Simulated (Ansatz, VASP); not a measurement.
# LiH: VASP beside Ansatz

One calculation is typed for both programs; each brings its own data sets and cutoff. How far apart do they land? The cell is taken from a series of VASP runs on this material, whose earlier steps may have relaxed, scaled or displaced it; both programs get it as it stands.

Calculated with Ansatz 0.2.0; plane waves, with VASP 6.6.1 beside it; band structure at HSE06.

**1. Set-up**

It takes space group Fm-3m (No. 225, cubic). The conventional cell has a = 4.074 Å, b = 4.074 Å, c = 4.074 Å, α = 90.00°, β = 90.00°, γ = 90.00°. Nearest to Li lie 6 H at 2.04 Å. Nearest to H lie 6 Li at 2.04 Å. Farther neighbours are not listed.

**2. VASP: band structure, HSE06**

The same path points are solved in both programs, so levels can be compared one by one.

Lines of VASP's logs that name or quote its potential files are left out, and so is its time.

The run reads the wave functions of an earlier VASP run, which isn't shown here.

INCAR reads:

```
SYSTEM = LiH
PREC = Accurate
ENCUT = 580
EDIFF = 1E-06
NELM = 100
ISMEAR = 0
SIGMA = 0.03
LREAL = .FALSE.
ALGO = Normal
LHFCALC = .TRUE.
AEXX = 0.25
GGA = PE
HFSCREEN = 0.2
LASPH = .TRUE.
NBANDS = 8
PRECFOCK = Fast
LORBIT = 11
LWAVE = .FALSE.
LCHARG = .FALSE.
KPAR = 4
```

POSCAR reads:

```
LiH
1.0
    0.0000000000      2.0367500000      2.0367500000
    2.0367500000      0.0000000000      2.0367500000
    2.0367500000      2.0367500000      0.0000000000
Li H
1 1
Direct
    0.0000000000      0.0000000000      0.0000000000
    0.5000000000      0.5000000000      0.5000000000
```

KPOINTS reads:

```
Automatic mesh
0
Gamma
6 6 6
0 0 0
```

KPOINTS_OPT reads:

```
Line mode
10
Line-mode
Reciprocal
  0.00000000   0.00000000   0.00000000 GAMMA
  0.50000000   0.00000000   0.50000000 X

  0.50000000   0.00000000   0.50000000 X
  0.50000000   0.25000000   0.75000000 W

  0.50000000   0.25000000   0.75000000 W
  0.37500000   0.37500000   0.75000000 K

  0.37500000   0.37500000   0.75000000 K
  0.00000000   0.00000000   0.00000000 GAMMA

  0.00000000   0.00000000   0.00000000 GAMMA
  0.50000000   0.50000000   0.50000000 L

  0.50000000   0.50000000   0.50000000 L
  0.62500000   0.25000000   0.62500000 U

  0.62500000   0.25000000   0.62500000 U
  0.50000000   0.25000000   0.75000000 W

  0.50000000   0.25000000   0.75000000 W
  0.50000000   0.50000000   0.50000000 L

  0.50000000   0.50000000   0.50000000 L
  0.37500000   0.37500000   0.75000000 K

  0.62500000   0.25000000   0.62500000 U
  0.50000000   0.00000000   0.50000000 X
```

The projector-augmented-wave data sets are Li_sv and H (PBE family, release 64).

Launch:

```bash
mpirun -np 4 vasp_std
```

Numbers of over 12 decimals in the logs are rounded to 6 here.

What it wrote:

```text
[banner, memory and clock lines left out]
running    4 mpi-ranks, on    1 nodes
 distrk:  each k-point on    1 cores,    4 groups
 distr:  one band on    1 cores,    1 groups

 POSCAR found type information on POSCAR LiH
 POSCAR found :  2 types and       2 ions
 LDA part: xc-table for (Slater+PW92), standard interpolation
 found WAVECAR, reading the header
 POSCAR, INCAR and KPOINTS ok, starting setup
 FFT: planning ... GRIDC
 FFT: planning ... GRID_SOFT
 FFT: planning ... GRID
 reading WAVECAR
 the WAVECAR file was read successfully
 initial charge from wavefunction
 entering main loop
       N       E                     dE             d eps       ncg     rms          rms(c)
DAV:   1    -0.679245267483E+01   -0.67925E+01   -0.59838E-01   256   0.386E+00    0.463E-01
DAV:   2    -0.679471621311E+01   -0.22635E-02   -0.10063E-02   336   0.986E-01    0.324E-01
DAV:   3    -0.679165132806E+01    0.30649E-02   -0.13970E-03   272   0.209E-01    0.176E-01
DAV:   4    -0.679082277709E+01    0.82855E-03   -0.10558E-03   312   0.163E-01    0.862E-02
DAV:   5    -0.679065147240E+01    0.17130E-03   -0.34578E-04   360   0.981E-02    0.418E-02
DAV:   6    -0.679061827416E+01    0.33198E-04   -0.79328E-05   320   0.463E-02    0.214E-02
DAV:   7    -0.679061226946E+01    0.60047E-05   -0.19815E-05   344   0.256E-02    0.115E-02
DAV:   8    -0.679061157700E+01    0.69247E-06   -0.38452E-06   280   0.119E-02
   1 F= -.67906116E+01 E0= -.67906116E+01  d E =-.241921E-30
 Start KPOINTS_OPT (optional k-point list driver)
k-point batch [1-16\100]
       N       E                     dE             ncg
DAV:   1    -0.156936036857E+04   -0.40581E+04      264
DAV:   2    -0.163745654741E+04   -0.68096E+02      376
DAV:   3    -0.163860534321E+04   -0.11488E+01      344
DAV:   4    -0.163861023698E+04   -0.48938E-02      472
DAV:   5    -0.163861024527E+04   -0.82909E-05      440
DAV:   6    -0.163861024527E+04   -0.26055E-08      448
[...]
k-point batch [97-100\100]
       N       E                     dE             ncg
DAV:   1     0.214992622082E+04   -0.12621E+04       64
DAV:   2     0.213163569812E+04   -0.18291E+02       72
DAV:   3     0.213127641931E+04   -0.35928E+00      128
DAV:   4     0.213127540127E+04   -0.10180E-02      128
DAV:   5     0.213127540113E+04   -0.14051E-06      120
```

OUTCAR, selected parts (step 2):

```text
ion  position               nearest neighbor table
   1  0.000  0.000  0.000-
   2  0.500  0.500  0.500-

  LATTYP: Found a face centered cubic cell.
 ALAT       =     4.0735000000

 Subroutine GETGRP returns: Found 48 space group operations
 (whereof 48 operations were pure point group operations)

The static configuration has the point symmetry O_h .

 Found     16 irreducible k-points:

   k-points           NKPTS =     16   k-points in BZ     NKDIM =    216   number of bands    NBANDS=      8

   dimension x,y,z NGX =    24 NGY =   24 NGZ =   24
   dimension x,y,z NGXF=    48 NGYF=   48 NGZF=   48

   ENCUT  =  580.0 eV  42.63 Ry    6.53 a.u.   5.66  5.66  5.66*2*pi/ulx,y,z

   NELECT =       4.0000    total number of electrons

 k-points in reciprocal lattice and weights: Automatic mesh
   0.00000000  0.00000000  0.00000000       0.005
   0.16666667  0.00000000  0.00000000       0.037
   0.33333333  0.00000000  0.00000000       0.037
   0.50000000  0.00000000  0.00000000       0.019
   0.16666667  0.16666667  0.00000000       0.028
   0.33333333  0.16666667  0.00000000       0.111
   0.50000000  0.16666667  0.00000000       0.111
  -0.33333333  0.16666667  0.00000000       0.111
  -0.16666667  0.16666667  0.00000000       0.056
[...]
-0.33333333  0.33333333  0.16666667       0.111
  -0.33333333  0.50000000  0.16666667       0.056

  exchange ACFDT corr.  =         0.00000000  see jH, gK, PRB 81, 115126

 average (electrostatic) potential at core
       1 -57.8981       2 -29.9822

 E-fermi :  -0.5915

 k-point     1 :       0.0000    0.0000    0.0000
  band No.  band energies     occupation
      1     -48.1722      2.00000
      2      -6.7037      2.00000
      3      16.4912      0.00000
      4      18.1564      0.00000
      5      18.1564      0.00000
      6      18.1564      0.00000
      7      22.6688      0.00000
    ...

 k-point     2 :       0.1667    0.0000    0.0000
  band No.  band energies     occupation
      1     -48.1617      2.00000
      2      -6.1537      2.00000
      3      12.7693      0.00000
      4      16.3705      0.00000
      5      17.3292      0.00000
      6      17.3292      0.00000
      7      22.5399      0.00000
    ...

 k-point     3 :       0.3333    0.0000    0.0000
  band No.  band energies     occupation
      1     -48.1401      2.00000
      2      -4.6821      2.00000
      3       7.4990      0.00000
      4      14.6612      0.00000
      5      16.7042      0.00000
      6      16.7042      0.00000
      7      20.7925      0.00000
    ...

  energy-cutoff  :      580.00
  volume of cell :       16.90
      direct lattice vectors                 reciprocal lattice vectors
     0.000000000  2.036750000  2.036750000    -0.245489137  0.245489137  0.245489137
     2.036750000  0.000000000  2.036750000     0.245489137 -0.245489137  0.245489137
     2.036750000  2.036750000  0.000000000     0.245489137  0.245489137 -0.245489137

 POSITION                                       TOTAL-FORCE (eV/Angst)
 -----------------------------------------------------------------------------------
      0.00000      0.00000      0.00000         0.000000      0.000000      0.000000
      2.03675      2.03675      2.03675        -0.000000     -0.000000     -0.000000
 -----------------------------------------------------------------------------------
    total drift:                                0.000000      0.000000      0.000000

  FREE ENERGIE OF THE ION-ELECTRON SYSTEM (eV)
  ---------------------------------------------------
  free  energy   TOTEN  =        -6.7906115770 eV

  energy  without entropy=       -6.7906115770  energy(sigma->0) =       -6.79061158

 total charge
# of ion       s       p       d       tot
------------------------------------------
    1        2.017   0.061   0.000   2.078
    2        0.539   0.001   0.000   0.540
--------------------------------------------------
tot          2.556   0.062   0.000   2.619

[... 3 further parts left out ...]
```

**3. Ansatz: band structure, HSE06**

Ansatz runs on its default PAW (the set named soft_2) files.

The same cell, functional, mesh and smearing now go to Ansatz, which takes its cutoff from its data sets.

input.yaml reads:

```yaml
crystal:
  lattice:
    - [0.0, 2.03675, 2.03675]
    - [2.03675, 0.0, 2.03675]
    - [2.03675, 2.03675, 0.0]
  atoms:
    - { symbol: Li, position: [0.0, 0.0, 0.0] }
    - { symbol: H, position: [0.5, 0.5, 0.5] }
hamiltonian:
  xc: { exchange: pbe, correlation: pbe, exx: { coeff: 0.25, omega: 0.2 } }
  pseudopotentials: { kind: paw }
kpoints:
  mp_grid: { grid: [6, 6, 6] }
  band_path:
    path:
      - [0.0, 0.0, 0.0]
      - [0.5, 0.0, 0.5]
      - [0.5, 0.22222, 0.72222]
      - [0.40278, 0.34722, 0.75]
      - [0.125, 0.125, 0.25]
      - [0.27778, 0.27778, 0.27778]
      - [0.55556, 0.38889, 0.55556]
      - [0.58333, 0.25, 0.66667]
      - [0.5, 0.30556, 0.69444]
      - [0.48611, 0.48611, 0.52778]
      - [0.625, 0.25, 0.625]
      - [0.5, 0.0, 0.5]
    npoints: 1
scf:
  occupations: { method: gaussian, width: 0.03 }
  n_extra_bands: 7
output:
  forces: true
  stress: true
  eigenvalues: true
```

Launch:

```bash
ansatz run input.yaml --threads 4 --pin off --max-ram 9216MiB --backend cpu --events-out ev --progress --plain --runs-dir out
```

What it wrote:

```text
Warning: output.stress: scf.convergence.dr2_threshold = 1e-7 eV (the SCF's general default) is looser than the 2e-10 eV advised for a printed stress (1e-10 eV for each atom of the cell: 2). What an SCF threshold leaves in a stress goes as its square root, and in the free energy as the threshold itself, and one threshold admits the most on a small cell: [figures from the program's tests cut] Set scf.convergence.dr2_threshold to 2e-10 eV or tighter. The threshold is an SCF's pass mark: one that does not reach it within its budget of iterations ends unconverged, or closes short of it on a stop that the run arms, and scf.convergence.dr2_threshold's page says what that costs each kind of run
Warning: output.stress: scf.exx.energy_threshold = 1e-6 eV is looser than the 2e-8 eV advised for a stress under a hybrid functional (1e-8 eV for each atom of the cell: 2). Every SCF of the exchange loop can meet its threshold on dr2 while the loop round them stops early: no threshold on dr2 bounds what that leaves in the stress. Set scf.exx.energy_threshold to 2e-8 eV or tighter. The threshold is the loop's pass mark: a loop that does not reach it within its budget of cycles ends unconverged, and scf.exx.energy_threshold's page has the law
scf.n_extra_bands = 7 over 2 filled bands (N_el = 4.0): the run solves 9 bands
Engine: ansatz 0.2.0, aarch64-unknown-linux-gnu
Pseudopotentials: kind: paw
Pseudopotential: Li, paw, valence charge 3, recommended cutoff 420 eV (normal), Li.paw.azcp
Pseudopotential: H, paw, valence charge 1, recommended cutoff 420 eV (normal), H.paw.azcp
Functional definition: unnamed
  parameter a_1 = 0.25
  parameter omega_1 = 0.2/angstrom
  exchange = pbe_x + (-a_1)*pbe_x_sr(omega_1) + a_1*exact_x_sr(omega_1)
  correlation = pbe_c
Crystal: 2 atoms, lattice volume = 16.898 Å³
Basis set: ecut = 420 eV, 331 PW (Γ), exchange–correlation on 40×40×40 points (8 copies of the dense FFT grid, shifted against one another)
Bands: 9, of which v1, the nominal top of the filled ones, is band 2 counted from 1 (1 counted from 0)
Symmetry: 48 space group operations
Space group: Fm-3m (ITA 225), of the structure as read, at distance tolerance 2.6e-5 Å
k-points: 16 of 216
Non-local potential: Li, projectors of the file, l = 0: 3, l = 1: 2, l = 2: 1
Non-local potential: H, projectors of the file, l = 0: 2, l = 1: 1
PAW form: soft (Blöchl's): semilocal exchange-correlation on the pseudo side does not see the compensation charge
PAW one-centre angular grid: Li, 110 points (default); XC on 96 Gauss nodes
PAW one-centre angular grid: H, 110 points (default); XC on 64 Gauss nodes
Initial density: superposition of atomic densities (neutral atoms: chi_scale 0, normalization atom), corrected by the library's trained network
Initial wavefunctions: pseudopotential atomic-orbital guess
Functional: x = pbe(κ = 0.804, μ = 0.219515), c = pbe(β = 0.066725), warm-up for x = pbe(κ = 0.804, μ = 0.219515) + 0.25 (exact − pbe) at short range (hse, ω = 0.2 Å⁻¹), c = pbe(β = 0.066725)
SCF iter   1: F=—  HF=-221.386506 eV  |F-HF|=—  |Δ(HF+E_count)|=         —  Δρ=8.52e-4  dr2=5.70e-5  ethr=1.77e-3  ⟨swp⟩=2.0  Hψ=926  notcnv=0
preconditioner: auto → none  [insulator: Δε(μ)=3.006 eV  Ē_g=19.106 eV  σ=0.030 eV  W_gap=1.00  n_scr=0 (ndim 8)  ℏωp=12.8 eV  f_vac=0.000  D(μ)=0.00/eV (n_scr^D=0)]
SCF iter   2: F=-221.386556 eV  HF=-221.386539 eV  |F-HF|=1.65e-5  |Δ(HF+E_count)|=   3.36e-5  Δρ=3.67e-4  dr2=9.33e-6  ethr=1.43e-6  ⟨swp⟩=2.3  Hψ=187  notcnv=0  defer=1
SCF 1 stopped early in 2 iterations: F = -221.386556 eV  dr2 = 9.33e-6
  greatest PAW one-centre occupation: 1.000 electrons in one spin orbital (limit 2), on the Li atom at site 0 (counted from 0), in its partial waves of l = 0
Initial density: handed on by an earlier stage of this run
Initial wavefunctions: those handed on with the density
Functional: x = pbe(κ = 0.804, μ = 0.219515) + 0.25 (exact − pbe) at short range (hse, ω = 0.2 Å⁻¹), c = pbe(β = 0.066725)
Exchange kernel: α = 0.2500, screened, ω = 0.2000 Å⁻¹, Wigner–Seitz truncation, v(0) = 1114.6041 eV·Å³, q-mesh 6×6×6, nearest image of the exchange supercell L = 17.28 Å, pair-density grid 12×12×12, without the augmentation charges, whose exchange is taken in its separable form by FFT convolution over the k-point mesh (sized by the pseudopotential files, 16×16×16 at the most), smooth part of the exact exchange by density-matrix convolution
Frozen-core exchange: fock
SCF iter   1: F=—  HF=-221.531634 eV  |F-HF|=—  |Δ(HF+E_count)|=         —  Δρ=2.05e-3  dr2=2.95e-4  ethr=2.33e-6  ⟨swp⟩=5.2  Hψ=597  notcnv=0
preconditioner: auto → none  [insulator: Δε(μ)=3.981 eV  Ē_g=20.808 eV  σ=0.030 eV  W_gap=1.00  n_scr=0 (ndim 8)  ℏωp=12.8 eV  f_vac=0.000  D(μ)=0.00/eV (n_scr^D=0)]
SCF iter   2: F=—  HF=-221.531581 eV  |F-HF|=—  |Δ(HF+E_count)|=   5.35e-5  Δρ=1.02e-3  dr2=9.04e-5  ethr=2.33e-6  ⟨swp⟩=2.9  Hψ=191  notcnv=0
iter 3 solved again at ethr=1.10e-8 eV; its pass at ethr=1.59e-6 eV (dr2=4.42e-7 eV) is discarded
SCF iter   3: F=—  HF=-221.531587 eV  |F-HF|=—  |Δ(HF+E_count)|=   6.90e-6  Δρ=8.75e-5  dr2=5.86e-5  ethr=1.10e-8  ⟨swp⟩=4.0  Hψ=496  notcnv=0
SCF iter   4: F=—  HF=-221.532225 eV  |F-HF|=—  |Δ(HF+E_count)|=   6.37e-4  Δρ=2.16e-4  dr2=7.51e-6  ethr=1.09e-8  ⟨swp⟩=4.0  Hψ=261  notcnv=0
SCF iter   5: F=—  HF=-221.532222 eV  |F-HF|=—  |Δ(HF+E_count)|=   2.95e-6  Δρ=1.99e-5  dr2=7.32e-7  ethr=1.09e-8  ⟨swp⟩=3.6  Hψ=218  notcnv=0
SCF iter   6: F=-221.532227 eV  HF=-221.532226 eV  |F-HF|=2.56e-7  |Δ(HF+E_count)|=   4.77e-6  Δρ=3.61e-5  dr2=2.24e-7  ethr=1.16e-9  ⟨swp⟩=4.0  Hψ=334  notcnv=0
SCF 2 stopped early in 6 iterations: F = -221.532227 eV  dr2 = 2.24e-7
  greatest PAW one-centre occupation: 0.999 electrons in one spin orbital (limit 2), on the Li atom at site 0 (counted from 0), in its partial waves of l = 0
hybrid outer 1: dexx = +6.452e-4 eV, tail = 1.42e-6 eV
Exchange kernel: α = 0.2500, screened, ω = 0.2000 Å⁻¹, Wigner–Seitz truncation, v(0) = 1114.6041 eV·Å³, q-mesh 6×6×6, nearest image of the exchange supercell L = 17.28 Å, pair-density grid 12×12×12, without the augmentation charges, whose exchange is taken in its separable form by FFT convolution over the k-point mesh (sized by the pseudopotential files, 16×16×16 at the most), smooth part of the exact exchange by density-matrix convolution
Frozen-core exchange: fock
SCF iter   1: F=—  HF=-221.532236 eV  |F-HF|=—  |Δ(HF+E_count)|=         —  Δρ=2.09e-5  dr2=6.60e-8  ethr=1.78e-7  ⟨swp⟩=2.5  Hψ=299  notcnv=0
preconditioner: auto → none  [insulator: Δε(μ)=4.019 eV  Ē_g=20.818 eV  σ=0.030 eV  W_gap=1.00  n_scr=0 (ndim 8)  ℏωp=12.8 eV  f_vac=0.000  D(μ)=0.00/eV (n_scr^D=0)]
SCF iter   2: F=-221.532236 eV  HF=-221.532236 eV  |F-HF|=1.73e-9  |Δ(HF+E_count)|=   2.24e-9  Δρ=4.30e-6  dr2=1.21e-9  ethr=1.61e-9  ⟨swp⟩=3.1  Hψ=205  notcnv=0
SCF 3 converged in 2 iterations: F = -221.532236 eV  dr2 = 1.21e-9
  Residual-converged pass: ⟨swp⟩=2.8  Hψ=190  notcnv=0  max |occ|·‖R‖ = 2.0e-6 eV (tolerance 2.4e-6 eV)  dr2=1.21e-9  dr2_onsite=8.24e-11  max |Δocc| = 0.0e0
hybrid outer 2: dexx = +5.340e-9 eV, tail = 2.89e-9 eV, Δε = 1.21e-3 eV (about 7.69e-5 eV left of the loop's levels)
NSCF: frozen V_eff on 12 k-points
hybrid SCF converged: 2 outer / 8 inner (+2 warm-up), last move |dexx| = 5.34e-9 eV, tail = 2.89e-9 eV
Stability not checked: this state was not tested for a lower state beside it, because the functional holds exact exchange (a hybrid, or Hartree-Fock), whose exchange loop this test does not read (fock_operator; see scf.lower_state_search)
Free energy (F): -221.532236 eV
Frozen-core exchange: fock
Harris-Foulkes:  -221.532236 eV  (|F-HF|=1.73e-9)
Internal energy: -221.532236 eV  (E = F + TS)
E sigma→0 (E₀):  -221.532236 eV
Fermi energy:    1.795846 eV
--- Per-component energies (eV) ---
  E_band       = -100.312263
  E_kinetic    = 35.642931
  E_local      = -126.418504  (includes V_loc(G=0)·N_el)
  E_nonlocal   = -31.833806
  E_hartree    = 35.426956
  E_xc         = -16.487796
  E_vxc        = -21.045167  (∫ρ·V_xc dr)
  E_exx        = -13.222250  (= α·E_x^exact, valence–valence)
  E_paw        = -12.045835  (= ΣΔE_a)
  E_vpaw       = -1.066208  (= ΣTr[D̂ρ^β])
  E_aug_tail   = -0.001017  (compensation charges beyond the density's cutoff)
  E_ewald      = -92.592916
  E_smearing   = -0.000000  (= −TS)
  E_closure    = 0.000001  (closes the sum)
  Σ components = -221.532236   (vs F -221.532236, Δ=0.00e0)
--- Forces (eV/Å), atoms counted from 1 ---
  atom   1  Li    -0.00000000     0.00000000     0.00000000
  atom   2  H      0.00000000    -0.00000000     0.00000000
  max |Σ_I F_I| component: 1.25e-30 eV/Å
--- Stress (GPa, compression-positive) ---
       -2.136176       0.000000      -0.000000
       -0.000000      -2.136176       0.000000
       -0.000000       0.000000      -2.136176
  P = ⅓ Tr σ = -2.1362 GPa (-21.362 kbar)
--- Band table (eV; the first three rows and the last of 16) ---
  k-point 0: bands = ["-47.5403", "-6.0865", "17.0963", "18.8246", "18.8246", "18.8246", "23.2591", "23.2591", "23.2591"]
  k-point 1: bands = ["-47.5296", "-5.5373", "13.3785", "16.9986", "17.9841", "17.9841", "23.1823", "24.5658", "24.5658"]
  k-point 2: bands = ["-47.5082", "-4.0682", "8.1026", "15.2870", "17.3571", "17.3571", "21.4040", "21.4040", "25.6587"]
  k-point 15: bands = ["-47.4859", "-0.3765", "4.8506", "7.9133", "12.3357", "18.4119", "20.5542", "29.4329", "29.8460"]
```

Elapsed: 5.9 s, on 4 threads of Arm Neoverse V2, shared host; peak memory 0.44 GiB; 20 s of CPU time.

**4. Differences**

Known differences besides the potentials themselves: exact exchange at q = 0 is treated differently, which shows on coarse meshes; VASP keeps PBE cores, Ansatz makes them for the functional; the cutoff is 420 eV in Ansatz and 580 eV in VASP; VASP takes a coarser grid for exact exchange (PRECFOCK = Fast). Total energies have different zeros and are not compared.

Compared:

| quantity | Ansatz | VASP | difference |
| --- | --- | --- | --- |
| gap over the path points (eV) | 4.019 | 4.016 | +0.003 |

Levels at points of the path, from each program's valence-band top (eV; 1 filled, then empty):

| k (reciprocal lattice) | Ansatz | VASP |
| --- | --- | --- |
| 0.000 0.000 0.000 | -5.87 17.31 19.04 | -5.88 17.32 18.98 |
| 0.500 0.000 0.500 | 0.00 4.02 11.96 | 0.00 4.02 11.95 |
| 0.500 0.222 0.722 | -0.21 5.87 6.89 | -0.21 5.87 6.89 |
| 0.403 0.347 0.750 | -0.48 5.25 8.42 | -0.48 5.25 8.43 |
| 0.125 0.125 0.250 | -5.05 13.45 14.18 | -5.05 13.46 14.17 |
| 0.278 0.278 0.278 | -4.41 9.90 15.98 | -4.41 9.91 15.97 |
| 0.556 0.389 0.556 | -2.13 5.98 11.38 | -2.13 5.99 11.38 |
| 0.583 0.250 0.667 | -0.45 5.33 8.21 | -0.45 5.32 8.21 |
| 0.500 0.306 0.694 | -0.67 6.29 7.22 | -0.67 6.28 7.22 |
| 0.486 0.486 0.528 | -2.69 5.85 14.55 | -2.69 5.86 14.54 |

Among the levels compared at these points, filled levels agree within 3 meV and empty ones within 54 meV.

**5. Outcome**

```json
{
 "difference in gap over the path points (band structure, HSE06)": "0.0028 eV"
}
```

In words: The difference in gap over the path points is 0.0028 eV (band structure, HSE06), within the 0.08 eV picked in this series as the mark of a large difference. How closely two codes agree says nothing of how well the functional describes the real material.

[Lines on the potential files, build, host, timing and source positions are cut from VASP's logs without a mark.]

[Logs are printed without paths, hosts, clocks, repeated set-up lines and the standing remarks that a program may print on its own settings, such as how far it seeks lower states.]

[Hosts, paths, dates, database ids (printed as entryN), source tags and the programs' standing remarks are cut or masked in the printed files.]
